**Q:** I have computed levels for HgTe at a handful of points in the Brillouin zone, and I would like the filled levels at X and W too. Can I work them out from the rows I have?

**A:** Here are the rows, with X and W left open. The three numbers "point a", "point b" and "point c" give the wave vector as shares of the three reciprocal cell vectors. "Level under 1", "level under 2" and "level under 3" are the three highest filled levels at that point, counted downwards, with the valence top as zero.

Quantum ESPRESSO 7.5 plane-wave DFT for zincblende HgTe with the BHandHLYP functional, without spin polarisation or spin-orbit coupling. The calculation uses SG15 PBE 1.2 norm-conserving pseudopotentials, a 952.4 eV wavefunction cutoff, a 4×4×4 k mesh and a 2×2×2 q mesh for exact exchange. Level energies are relative to the valence top.

```
point a (reciprocal cell vector)  point b (reciprocal cell vector)  point c (reciprocal cell vector)  level under 3 (eV)  level under 2 (eV)  level under 1 (eV)
                          0.0000                            0.0000                            0.0000               0.000               0.000               0.000
                          0.0000                            0.0000                            0.2500              -3.169              -0.494              -0.494
                          0.0000                            0.0000                           -0.5000              -5.685              -1.028              -1.028
                          0.0000                            0.2500                            0.2500              -3.116              -1.255              -1.255
                          0.0000                            0.2500                           -0.5000              -5.330              -2.216              -1.712
                          0.0000                           -0.5000                           -0.5000                   ?                   ?                   ?
                          0.2500                           -0.5000                           -0.2500                   ?                   ?                   ?
```

The first row is Γ, the centre of the zone. The second is halfway to L and the third is L itself. The fourth is halfway to X, and the fifth, (0, ¼, −½), lies on none of these lines. X is (0, −½, −½) and W is (¼, −½, −¼).

**Q:** Before we start, is this the HgTe that I grow?

**A:** Not near the gap. The calculation puts the first empty level at Γ about 3.2 eV above the valence top, whereas real HgTe is a zero-gap semimetal with inverted band order. The likely main cause is the functional, half of whose exchange is exact and unscreened, though no second functional tests that here. Spin-orbit coupling is also left out; it would split the threefold top at Γ by roughly 1 eV and part the upper pair at L as well. The potentials were made for another functional, PBE, and the mesh for the exact exchange is coarse; neither error has been tested. What follows therefore predicts this calculation, not a measurement.

**Q:** Fair enough. What sets the depth of a filled level away from Γ?

**A:** Chemistry suggests that these three levels come mainly from the three 5p orbitals of Te. The wave vector sets how the phase of an orbital changes from one Te site to the next. At Γ all sites are in step, so along the axis of a p orbital each positive lobe faces a negative one. Between the Te sites that arrangement is antibonding and high in energy, which helps to put the valence top there. The Hg atoms should help too. Their empty 6s orbital cannot mix with the Te p orbitals at Γ, but elsewhere it can, and such mixing pushes a filled level down. The "hops" between Te sites used below include these detours through Hg.

Moving outwards changes the signs between neighbours. On the lines to L and X, the p orbital that points along the wave gains most from this and sinks fastest, while the two that point across it sink less and stay equal by symmetry. The table shows the result: a pair above a deeper single level. Away from these lines the pair can split, as it does in the fifth row.

**Q:** How far down does a level go by the time it reaches the zone boundary?

**A:** Take the limits first. On the way to L or X, the phase step between the neighbours that matter grows from zero at Γ to half a turn at the boundary. If only nearest Te neighbours count, the energy follows the cosine of that step, which runs from 1 through 0 to −1. A level has therefore reached half its final depth at the halfway point.

The row for L tests this. The upper pair lies 2.08 times as deep there as halfway, close to the ideal factor of two. For the lowest level the factor is only 1.79, so the simple picture serves the pair better than the single level. A likely reason is that symmetry lets only the lowest level mix with s states on this line, and strong mixing is poorly described by short hops between Te sites. The energies alone cannot confirm it.

**Q:** Can you turn that into a number for X?

**A:** Two short rules are enough. The first concerns the sum of the three levels, in which the mixing among the p orbitals drops out:

sum ≈ −2.66 eV × (3 − F), with F = cₓc_y + c_yc_z + c_zcₓ

Here cₓ = cos(πkₓ), and likewise for y and z, with the wave vector k measured in units of 2π divided by the cube edge. The constant was fitted to the four known rows other than Γ, which is the zero by definition.

The second rule concerns the top level, which symmetry keeps apart from the deepest one at the known points. Its energy is a mixture of two depths, one for L and one for X, fitted to the same four rows. The depth for X comes out at −2.46 eV.

At X the cosines are 1, −1 and 1, so F = −1 and the sum is 4 × (−2.66) ≈ −10.6 eV. Taking away the pair leaves −10.6 + 2 × 2.46 ≈ −5.7 eV for the single level. X took no part in the fit.

**Q:** And W? It looks like just another point on the boundary.

**A:** It has the same F as X, hence the same predicted sum, but the levels share it differently. One p orbital is kept apart by a twofold rotation and, with hops between nearest Te neighbours only, has the same energy as the pair at X. The other two would coincide near −4.1 eV if the crystal looked the same after inversion through a Te site.

Zincblende does not. The Hg atom that links two neighbouring Te atoms sits to one side of the line between them, so a hop from one kind of p orbital to another can change sign when its direction is reversed. At Γ, L and X such forward and backward hops cancel. At W they do not, and they push the two lower levels apart.

**Q:** How do you know the strength of that push?

**A:** Only the fifth row feels it among the known points. Its lower two levels are 3.11 eV apart, while the ordinary hops account for 2.47 eV. The two effects combine as squares, so the odd hops supply √(3.11² − 2.47²) ≈ 1.9 eV. The phases at W make this √2 times larger, or about 2.7 eV, shared equally above and below −4.1 eV.

**Q:** Then commit yourself.

**A:** These are the forecasts, relative to the valence top:

- **X:** an upper pair at −2.5 ± 0.2 eV and a single level at −5.7 ± 0.5 eV.
- **W:** three separate levels at −2.5 ± 0.3, −2.7 ± 0.4 and −5.4 ± 0.6 eV.

The ranges are judgements guided by the misfits at known points, not statistical limits. The order of the upper two states at W is uncertain, because their predicted separation is smaller than either range. Both lower levels at W depend on a push measured at one point only. The lowest gets the widest range because the model also fits the lowest level worst at the known points.

**Q:** Let us see the computed values.

The withheld rows as computed:

```
point a (reciprocal cell vector)  point b (reciprocal cell vector)  point c (reciprocal cell vector)  level under 3 (eV)  level under 2 (eV)  level under 1 (eV)
                          0.0000                           -0.5000                           -0.5000              -5.631              -2.377              -2.377
                          0.2500                           -0.5000                           -0.2500              -5.804              -2.553              -2.391
```

**A:** All the levels fall within their ranges. At X the pair lies at −2.38 eV and the single level at −5.63 eV, each about 0.1 eV higher than the model put it. The good result for the single level deserves some caution: at the known points on the two lines, the same rule missed the lowest level by typically 0.24 eV. The next point could easily do worse.

**Q:** And W?

**A:** The highest level, at −2.39 eV, is again about 0.1 eV above the model. The second is 0.2 eV higher than predicted and the third 0.4 eV lower, which is the largest miss of the forecast. Both errors come mainly from the splitting. If the highest level is the isolated orbital, as in the model, the other two are 3.25 eV apart instead of 2.7 eV. The push was right in kind but too weak.

**Q:** Why too weak?

**A:** Two steps of the estimate are open to doubt. The strength of the push was what remained after the ordinary hops had been subtracted at the fifth row, so any error in those hops passed into it. The factor √2 between that row and W also assumes that the odd hops reach only the nearest Te neighbours. The levels don't tell how much each step contributes, but the sums do show that the ordinary hops are incomplete. Nearest-neighbour hopping demands equal sums at X and W, yet the computed ones are −10.38 and −10.75 eV. Hops to more distant Te sites would allow such a difference. The coarse mesh used for the exact exchange may also contribute, which only a run on a finer mesh could tell.

**Q:** Could the splitting at W come from those distant hops instead of the lopsided Hg position?

**A:** Not by themselves. With inversion symmetry, the two p orbitals in question would stay equal at W however far the hops reached. A gap of more than 3 eV between them is thus a direct mark of the zincblende arrangement. The close upper levels at W, only 0.16 eV apart, are a different matter: symmetry doesn't require them to meet. It does, however, let the empty Hg 6s orbital mix with only one combination of the Te p orbitals at W. That one should be pushed down to become the lowest level, which leaves the other two higher up.

**Q:** So when may I fill in a point by this kind of reasoning?

**A:** Ask first which p orbitals symmetry keeps apart, then how far their phases have turned. For the highest filled level this reproduced the known rows closely and came within 0.1 eV at both new points. For the lowest of the three, errors of a few tenths of an eV are normal, so compute that one if it matters. The printed analysis below lists the fits and the miss at each point.

Output of the analysis:

```
fit of total on 4 rows (drop > 0.1): coefficient of drop -2.659 +/- 0.047; rms 0.213, worst 0.0 0.309, leave-one-out rms 0.271
  rows outside the fit (model, value, miss): 0.0 0, 0, 0; 0.0 -10.63, -10.38, -0.25; 0.25 -10.63, -10.75, 0.113
fit of level_under_1 on 4 rows (drop > 0.1): coefficient of toL -1.01 +/- 0.024, coefficient of toX -2.462 +/- 0.042; rms 0.02, worst 0.0 0.0241, leave-one-out rms 0.05
  rows outside the fit (model, value, miss): 0.0 0, 0, 0; 0.0 -2.462, -2.377, -0.0848; 0.25 -2.462, -2.391, -0.0708
Second and third filled level in eV (splitting at point 5 is fitted):
   row  second model  second miss  third model  third miss
   0.0             0            0            0           0
   0.0       -0.5052     -0.01118       -2.978      0.1914
   0.0         -1.01      0.01764       -5.955     -0.2703
   0.0        -1.231      0.02409       -2.856      0.2605
   0.0        -2.228     -0.01163       -5.342    -0.01163
   0.0        -2.462     -0.08482       -5.711    -0.08005
  0.25        -2.741      -0.1876       -5.432      0.3718
Top level, depth at L over depth halfway: 2.081
Lowest level, depth at L over depth halfway: 1.794
Point 5, computed splitting of lower two levels in eV: 3.114
Point 5, same splitting without odd hopping in eV: 2.465
Rms miss of third level at the three known paired points in eV: 0.2433
W, both lower levels without odd hopping in eV: -4.086
W, forecast splitting of lower two levels in eV: 2.692
W, computed splitting of lower two levels in eV: 3.251
W, computed splitting of upper two levels in eV: 0.162
X, computed splitting of upper two levels in eV: 0
```
